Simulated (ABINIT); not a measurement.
Runs of ABINIT 10.8.3 (patched build) on Si2Mo. Symmetry: I4/mmm, No. 139, tetragonal system. Conventional cell: a = 3.200 Å, b = 3.200 Å, c = 7.861 Å, α = 90.00°, β = 90.00°, γ = 90.00°. Mo (site symmetry 4/mmm) has 10 Si at 2.62 Å as nearest neighbours. Si (site symmetry 4mm) is surrounded by 5 Si at 2.61 to 2.63 Å and 5 Mo at 2.62 Å. 

```csv
task,level,potentials or basis,cell,k mesh,cutoff (eV),cell freedom (optcell),optimiser (ionmov),cutoff smearing ecutsm (Ha),force stop (Ha/bohr),bands in the sums,gap on the mesh (eV),pressure (GPa),largest force (eV/Å)
relaxation of cell and atoms,LDA,PseudoDojo NC SR LDA v0.4 stringent,relaxed,9 × 9 × 9,1088,2,2,0.5,2e-05,-,none,0.0,-
optical spectrum,LDA,PseudoDojo NC SR LDA v0.4.1 standard,as given,12 × 12 × 12,952,-,-,-,-,23,none,-6.6,0.37
single point,PBEsol,PseudoDojo NC SR PBEsol v0.4.1 standard,as given,9 × 9 × 9,980,-,-,-,-,-,none,(a),0.35
single point,LDA,PseudoDojo NC SR LDA v0.4.1 standard,as given,9 × 9 × 9,952,-,-,-,-,-,none,-6.6,0.40
```

Alike in all rows: no spin polarisation; smearing fermi-dirac 0.05 eV.

Problem. Estimate the missing entries.

Solution. (a) -2.9.

Caveats: the intraband (Drude) term is left out (some runs); spectra need much finer meshes, so this one isn't converged (some runs); independent-particle spectra lack excitons (some runs).

A k mesh can miss the band edges, and the runs leave out spin-orbit coupling on Mo.

A gap of «none» marks a metal or a gap under the smearing width.

Runs at the PBE level aren't shown here.
